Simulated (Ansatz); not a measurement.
# Calculated ⁶⁵Cu NMR of the central transition for ZnCu2SnS4

Cell: a measured structure from the Crystallography Open Database (COD) whose atoms were relaxed with PBE, the cell held.

Space group I-4 (No. 82); a = 5.4342, c = 10.8496 Å.

```csv
site,Wyckoff,site symmetry,x,y,z
Zn,2d,-4..,0.5000,0.0000,0.2500
Cu2,2a,-4..,0.0000,0.0000,0.0000
Cu3,2c,-4..,0.0000,0.5000,0.2500
Sn,2b,-4..,0.0000,0.0000,0.5000
S,8g,1,0.7664,0.2409,0.1297
```

One atom of each set is listed; the run and its k-mesh use a cell of 8 atoms with edges of 6.65, 6.65, 6.65 Å.

The numbers come from a DFT calculation in Ansatz (r2SCAN, plane waves and PAW, scalar-relativistic, 500 eV cutoff, Γ-centred 7×7×7 k-points, Fermi–Dirac smearing 0.02 eV).

⁶⁵Cu has I = 3/2 and Q = -204.0 mb (Pyykkö 2018); at 23.5 T its Larmor frequency is ν₀ = 284.4 MHz. Only the quadrupole interaction is simulated: positions count from each site's isotropic chemical shift, and J coupling is left out, as are shift anisotropy and dipolar coupling, which fast spinning averages.

Simulated pattern of one Cu site (fast magic-angle spinning, Gaussian broadening 0.05 kHz):

(offset (kHz), height): (-1.680, 0), (-1.630, 1), (-1.581, 4), (-1.531, 5), (-1.482, 5), (-1.433, 5), (-1.383, 5), (-1.334, 5), (-1.284, 5), (-1.235, 5), (-1.185, 6), (-1.136, 6), (-1.086, 6), (-1.037, 30), (-0.987, 78), (-0.938, 53), (-0.888, 42), (-0.839, 37), (-0.789, 35), (-0.740, 34), (-0.691, 33), (-0.641, 33), (-0.592, 33), (-0.542, 35), (-0.493, 36), (-0.443, 39), (-0.394, 43), (-0.344, 51), (-0.295, 70), (-0.245, 100), (-0.196, 22), (-0.146, 0)

(1) Which |C_Q| and η does the pattern imply?

Answers

(1) The pattern spans 1.38 kHz before broadening and its centre of gravity is at -0.646 kHz, which fixes P_Q; the places of the horns and steps fix η. That gives P_Q = 2.71 MHz, |C_Q| = 2.71 MHz and η = 0.00, the values that the calculation gives site Cu3 (4 S at 2.30 Å). The other sites have |C_Q| = 6.77 MHz. The sign of C_Q can't be read from the pattern.

An axis of threefold or higher order runs through Cu3, so V_zz lies along it and η is zero.

With a gap of 0.4 eV on this mesh, small gradients can still move by 0.1 × 10²¹ V/m² or more as the k-mesh gets denser.
